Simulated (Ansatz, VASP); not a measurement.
# Two plane-wave programs on SiC (Moissanite)

Contents of INCAR:

```
  AGGAC = 1.0
  AGGAX = 1.0
  ALDAC = 0.0
  ALDAX = 1.0
  ALGO = Normal
  EDIFF = 1E-6
  ENCUT = 520
  GGA = B5
  ISIF = 2
  ISMEAR = -1
  IVDW = 13
  LASPH = T
  LCHARG = T
  LELF = T
  LREAL = F
  LVHAR = T
  LWAVE = F
  NBANDS = 16
  NELM = 100
  PREC = Accurate
  SIGMA = 0.05
  VDW_A1 = 0.44488865
  VDW_A2 = 4.0933009
  VDW_S6 = 1.0
  VDW_S8 = 2.34076671
```

File KPOINTS:

```
k-points
0
Gamma
  10 10 5
```

File POSCAR:

```
SiC
1.0
    3.0553550827      0.0000000000      0.0000000000
   -1.5276775413      2.6460151191      0.0000000000
    0.0000000000      0.0000000000      5.0141197845
Si C
2 2
Direct
    0.6666666667      0.3333333333      0.5000000000
    0.3333333333      0.6666666667      0.0000000000
    0.6666666667      0.3333333333      0.8850000000
    0.3333333333      0.6666666667      0.3850000000
```

The input input.yaml:

```yaml
crystal:
  lattice:
    - [3.0553550827, 0.0, 0.0]
    - [-1.5276775413, 2.6460151191, 0.0]
    - [0.0, 0.0, 5.0141197845]
  atoms:
    - { symbol: Si, position: [0.6666666667, 0.3333333333, 0.5] }
    - { symbol: Si, position: [0.3333333333, 0.6666666667, 0.0] }
    - { symbol: C, position: [0.6666666667, 0.3333333333, 0.885] }
    - { symbol: C, position: [0.3333333333, 0.6666666667, 0.385] }
hamiltonian:
  xc: blyp
  pseudopotentials: { kind: paw }
  dispersion: d4
kpoints:
  mp_grid: { grid: [10, 10, 5] }
scf:
  occupations: { method: fermi_dirac, width: 0.05 }
output:
  forces: true
  stress: true
  eigenvalues: true
```

Alike in both runs: task single point; functional BLYP; dispersion D4; k mesh 10 × 10 × 5; occupations fermi-dirac, width 0.05 eV; no spin polarisation.

|  | VASP | Ansatz |
| --- | --- | --- |
| version | VASP 6.6.1 | Ansatz 0.2.0 |
| potentials or method | VASP PAW PBE potentials, release 64 (Si, C) | Ansatz PAW |
| plane-wave cutoff (eV) | 520 | 420 |
| valence electrons in the cell | 16 | 16 |

Ansatz gave:

| Quantity | Value |
| --- | --- |
| gap on the k mesh at the Fermi level (eV) | 2.80 |
| least direct gap on the mesh (eV) | 4.37 |
| pressure (GPa) | 4.0 |
| largest component of the traceless stress (GPa) | 2.75 |
| rms of the force components (eV/Å) | 0.446 |
| dispersion energy (meV/atom) | -651.2 |

Q: What did VASP give for the same quantities?

A: gap on the k mesh at the Fermi level (eV): 2.80; least direct gap on the mesh (eV): 4.39; pressure (GPa): 4.6; largest component of the traceless stress (GPa): 2.73; rms of the force components (eV/Å): 0.448; dispersion energy (meV/atom): -651.1.

Atom by atom the forces differ by 0.001 eV/Å (rms over components).

Caveats: the PAW data sets were made with another functional, which shifts forces and pressure a little (VASP); an odd mesh through Γ misses points on the zone boundary, where band edges often lie (VASP); odd divisions of the mesh miss points on the zone boundary, where band edges often lie, so the gap on the mesh can be too wide (Ansatz); the pressure holds a Pulay correction of +0.4 GPa for the finite cutoff (Ansatz); the PAW data sets come from PBE, with cores solved anew for the run's functional, which leaves a small shift of forces and pressure (Ansatz).
